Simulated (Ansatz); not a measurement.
BP: the change of pressure with volume per atom

Results calculated with Ansatz 0.2.0, not measured. Periodic Kohn-Sham DFT of a crystal at fixed atoms; pressure and stress are positive in compression; the energy is the free energy less that of spherical unpolarised free atoms; site moments are those in the method's own spheres, positive along +z.

Cell of the first row (space group F-43m, No. 216):
```
cell vectors (Å)
   0.0000     2.2227     2.2227
   2.2227     0.0000     2.2227
   2.2227     2.2227     0.0000
atoms (fractions of the cell vectors)
B   0.00000  0.00000  0.00000
P   0.75000  0.75000  0.75000
```

Settings of every row: method frozen-core PAW; functional LDA; relativity scalar; k mesh 12x12x12; filling fermi-dirac; smearing width 0.08 eV; wave cutoff 420 eV; paw set soft_2.

Atom start moment: 0 on all atoms.

Limits: PAW files made with PBE.

```
row  volume per atom (Å³)  pressure (GPa)
  1                10.981           5.627
  2                11.214           1.649
  3                11.448          -1.958
  4                11.565          -3.634
  5                11.682          -5.229
  6                11.798          -6.747
  7                11.915          -8.192
  8                12.149               ?
  9                12.383         -13.308
```

Question: what pressure should row 8 give?

Worked fit of pressure. Take u = (V_r/V)^(2/3) − 1 with V_r = 11.623 Å³ an atom, which is twice the finite (Eulerian) strain; such expansions in the strain, on which the Birch-Murnaghan equation of state is built, carry the rest volume and the bulk modulus. The shown rows have u = 0.03861, 0.02417, 0.01017, 0.00334, -0.00337, -0.00991, -0.01641, -0.04135. Least squares give pressure = −4.4388 + 238.305 × u + 576.76 × u² GPa; a straight line predicts inner rows, each left out in turn, worse (root mean square 0.28 against 0.0065 GPa). The rows lie off it by 0.005, -0.009, -0.002, 0.002, 0.006, -0.003, 0.002, -0.001 (root mean square 0.0045 GPa). The pressure vanishes at u = 0.0179, or V = 11.32 Å³ an atom, and there the bulk modulus at fixed shape and fractions is B = −V dP/dV = (2/3)(1 + u) dP/du = 176 GPa. The withheld row has u = -0.02908, so the fit gives −4.4388 + 238.305 × (-0.02908) + 576.76 × (-0.02908)² = -10.881 GPa.

The calculation gave -10.877 GPa. The fit lies 0.004 GPa (0.021 % of the column's range) below it; its largest miss of a shown row is 0.009 GPa.
